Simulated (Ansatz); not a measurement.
Given:

ZrO₂:
```cif
data_O4Zr2
_chemical_formula_sum 'Zr2 O4'
_space_group_name_H-M_alt 'P 1'
_space_group_IT_number 1
_cell_length_a 3.60134
_cell_length_b 3.60134
_cell_length_c 5.22807
_cell_angle_alpha 90.000
_cell_angle_beta 90.000
_cell_angle_gamma 90.000
loop_
_space_group_symop_operation_xyz
  'x, y, z'
loop_
_atom_site_label
_atom_site_type_symbol
_atom_site_fract_x
_atom_site_fract_y
_atom_site_fract_z
_atom_site_occupancy
Zr1 Zr 0.00000 0.00000 0.00000 1
Zr2 Zr 0.50000 0.50000 0.50000 1
O1 O 0.00000 0.50000 0.19679 1
O2 O 0.00000 0.50000 0.69679 1
O3 O 0.50000 0.00000 0.30321 1
O4 O 0.50000 0.00000 0.80321 1
```

This is the r²SCAN-relaxed structure.

Q: All from plane-wave PAW r²SCAN (Ansatz code), unless another level is named. Estimate the electron effective mass.

A: 0.63, 0.63, 2.2 mₑ (principal values).

Q: And the weight of the conduction-edge state by species (Voronoi cells)?

A: Zr 75 %, O 25 %.

Q: Predict the weight of the valence-edge state by species (Voronoi cells).

A: O 95 %, Zr 5 %.

Space group P4_2/nmc. This is a known high-temperature phase of the composition, computed here at zero pressure and temperature. The cell was relaxed with r²SCAN under the symmetry of its start; whether a distortion lowers the energy is not shown. No spin polarisation was allowed. Scalar-relativistic: spin–orbit coupling is off unless named, which matters more the heavier the elements.

Potentials: the later of the program's two PAW sets.

Edges and masses are those of Kohn–Sham bands, whose gap is no quasiparticle gap.
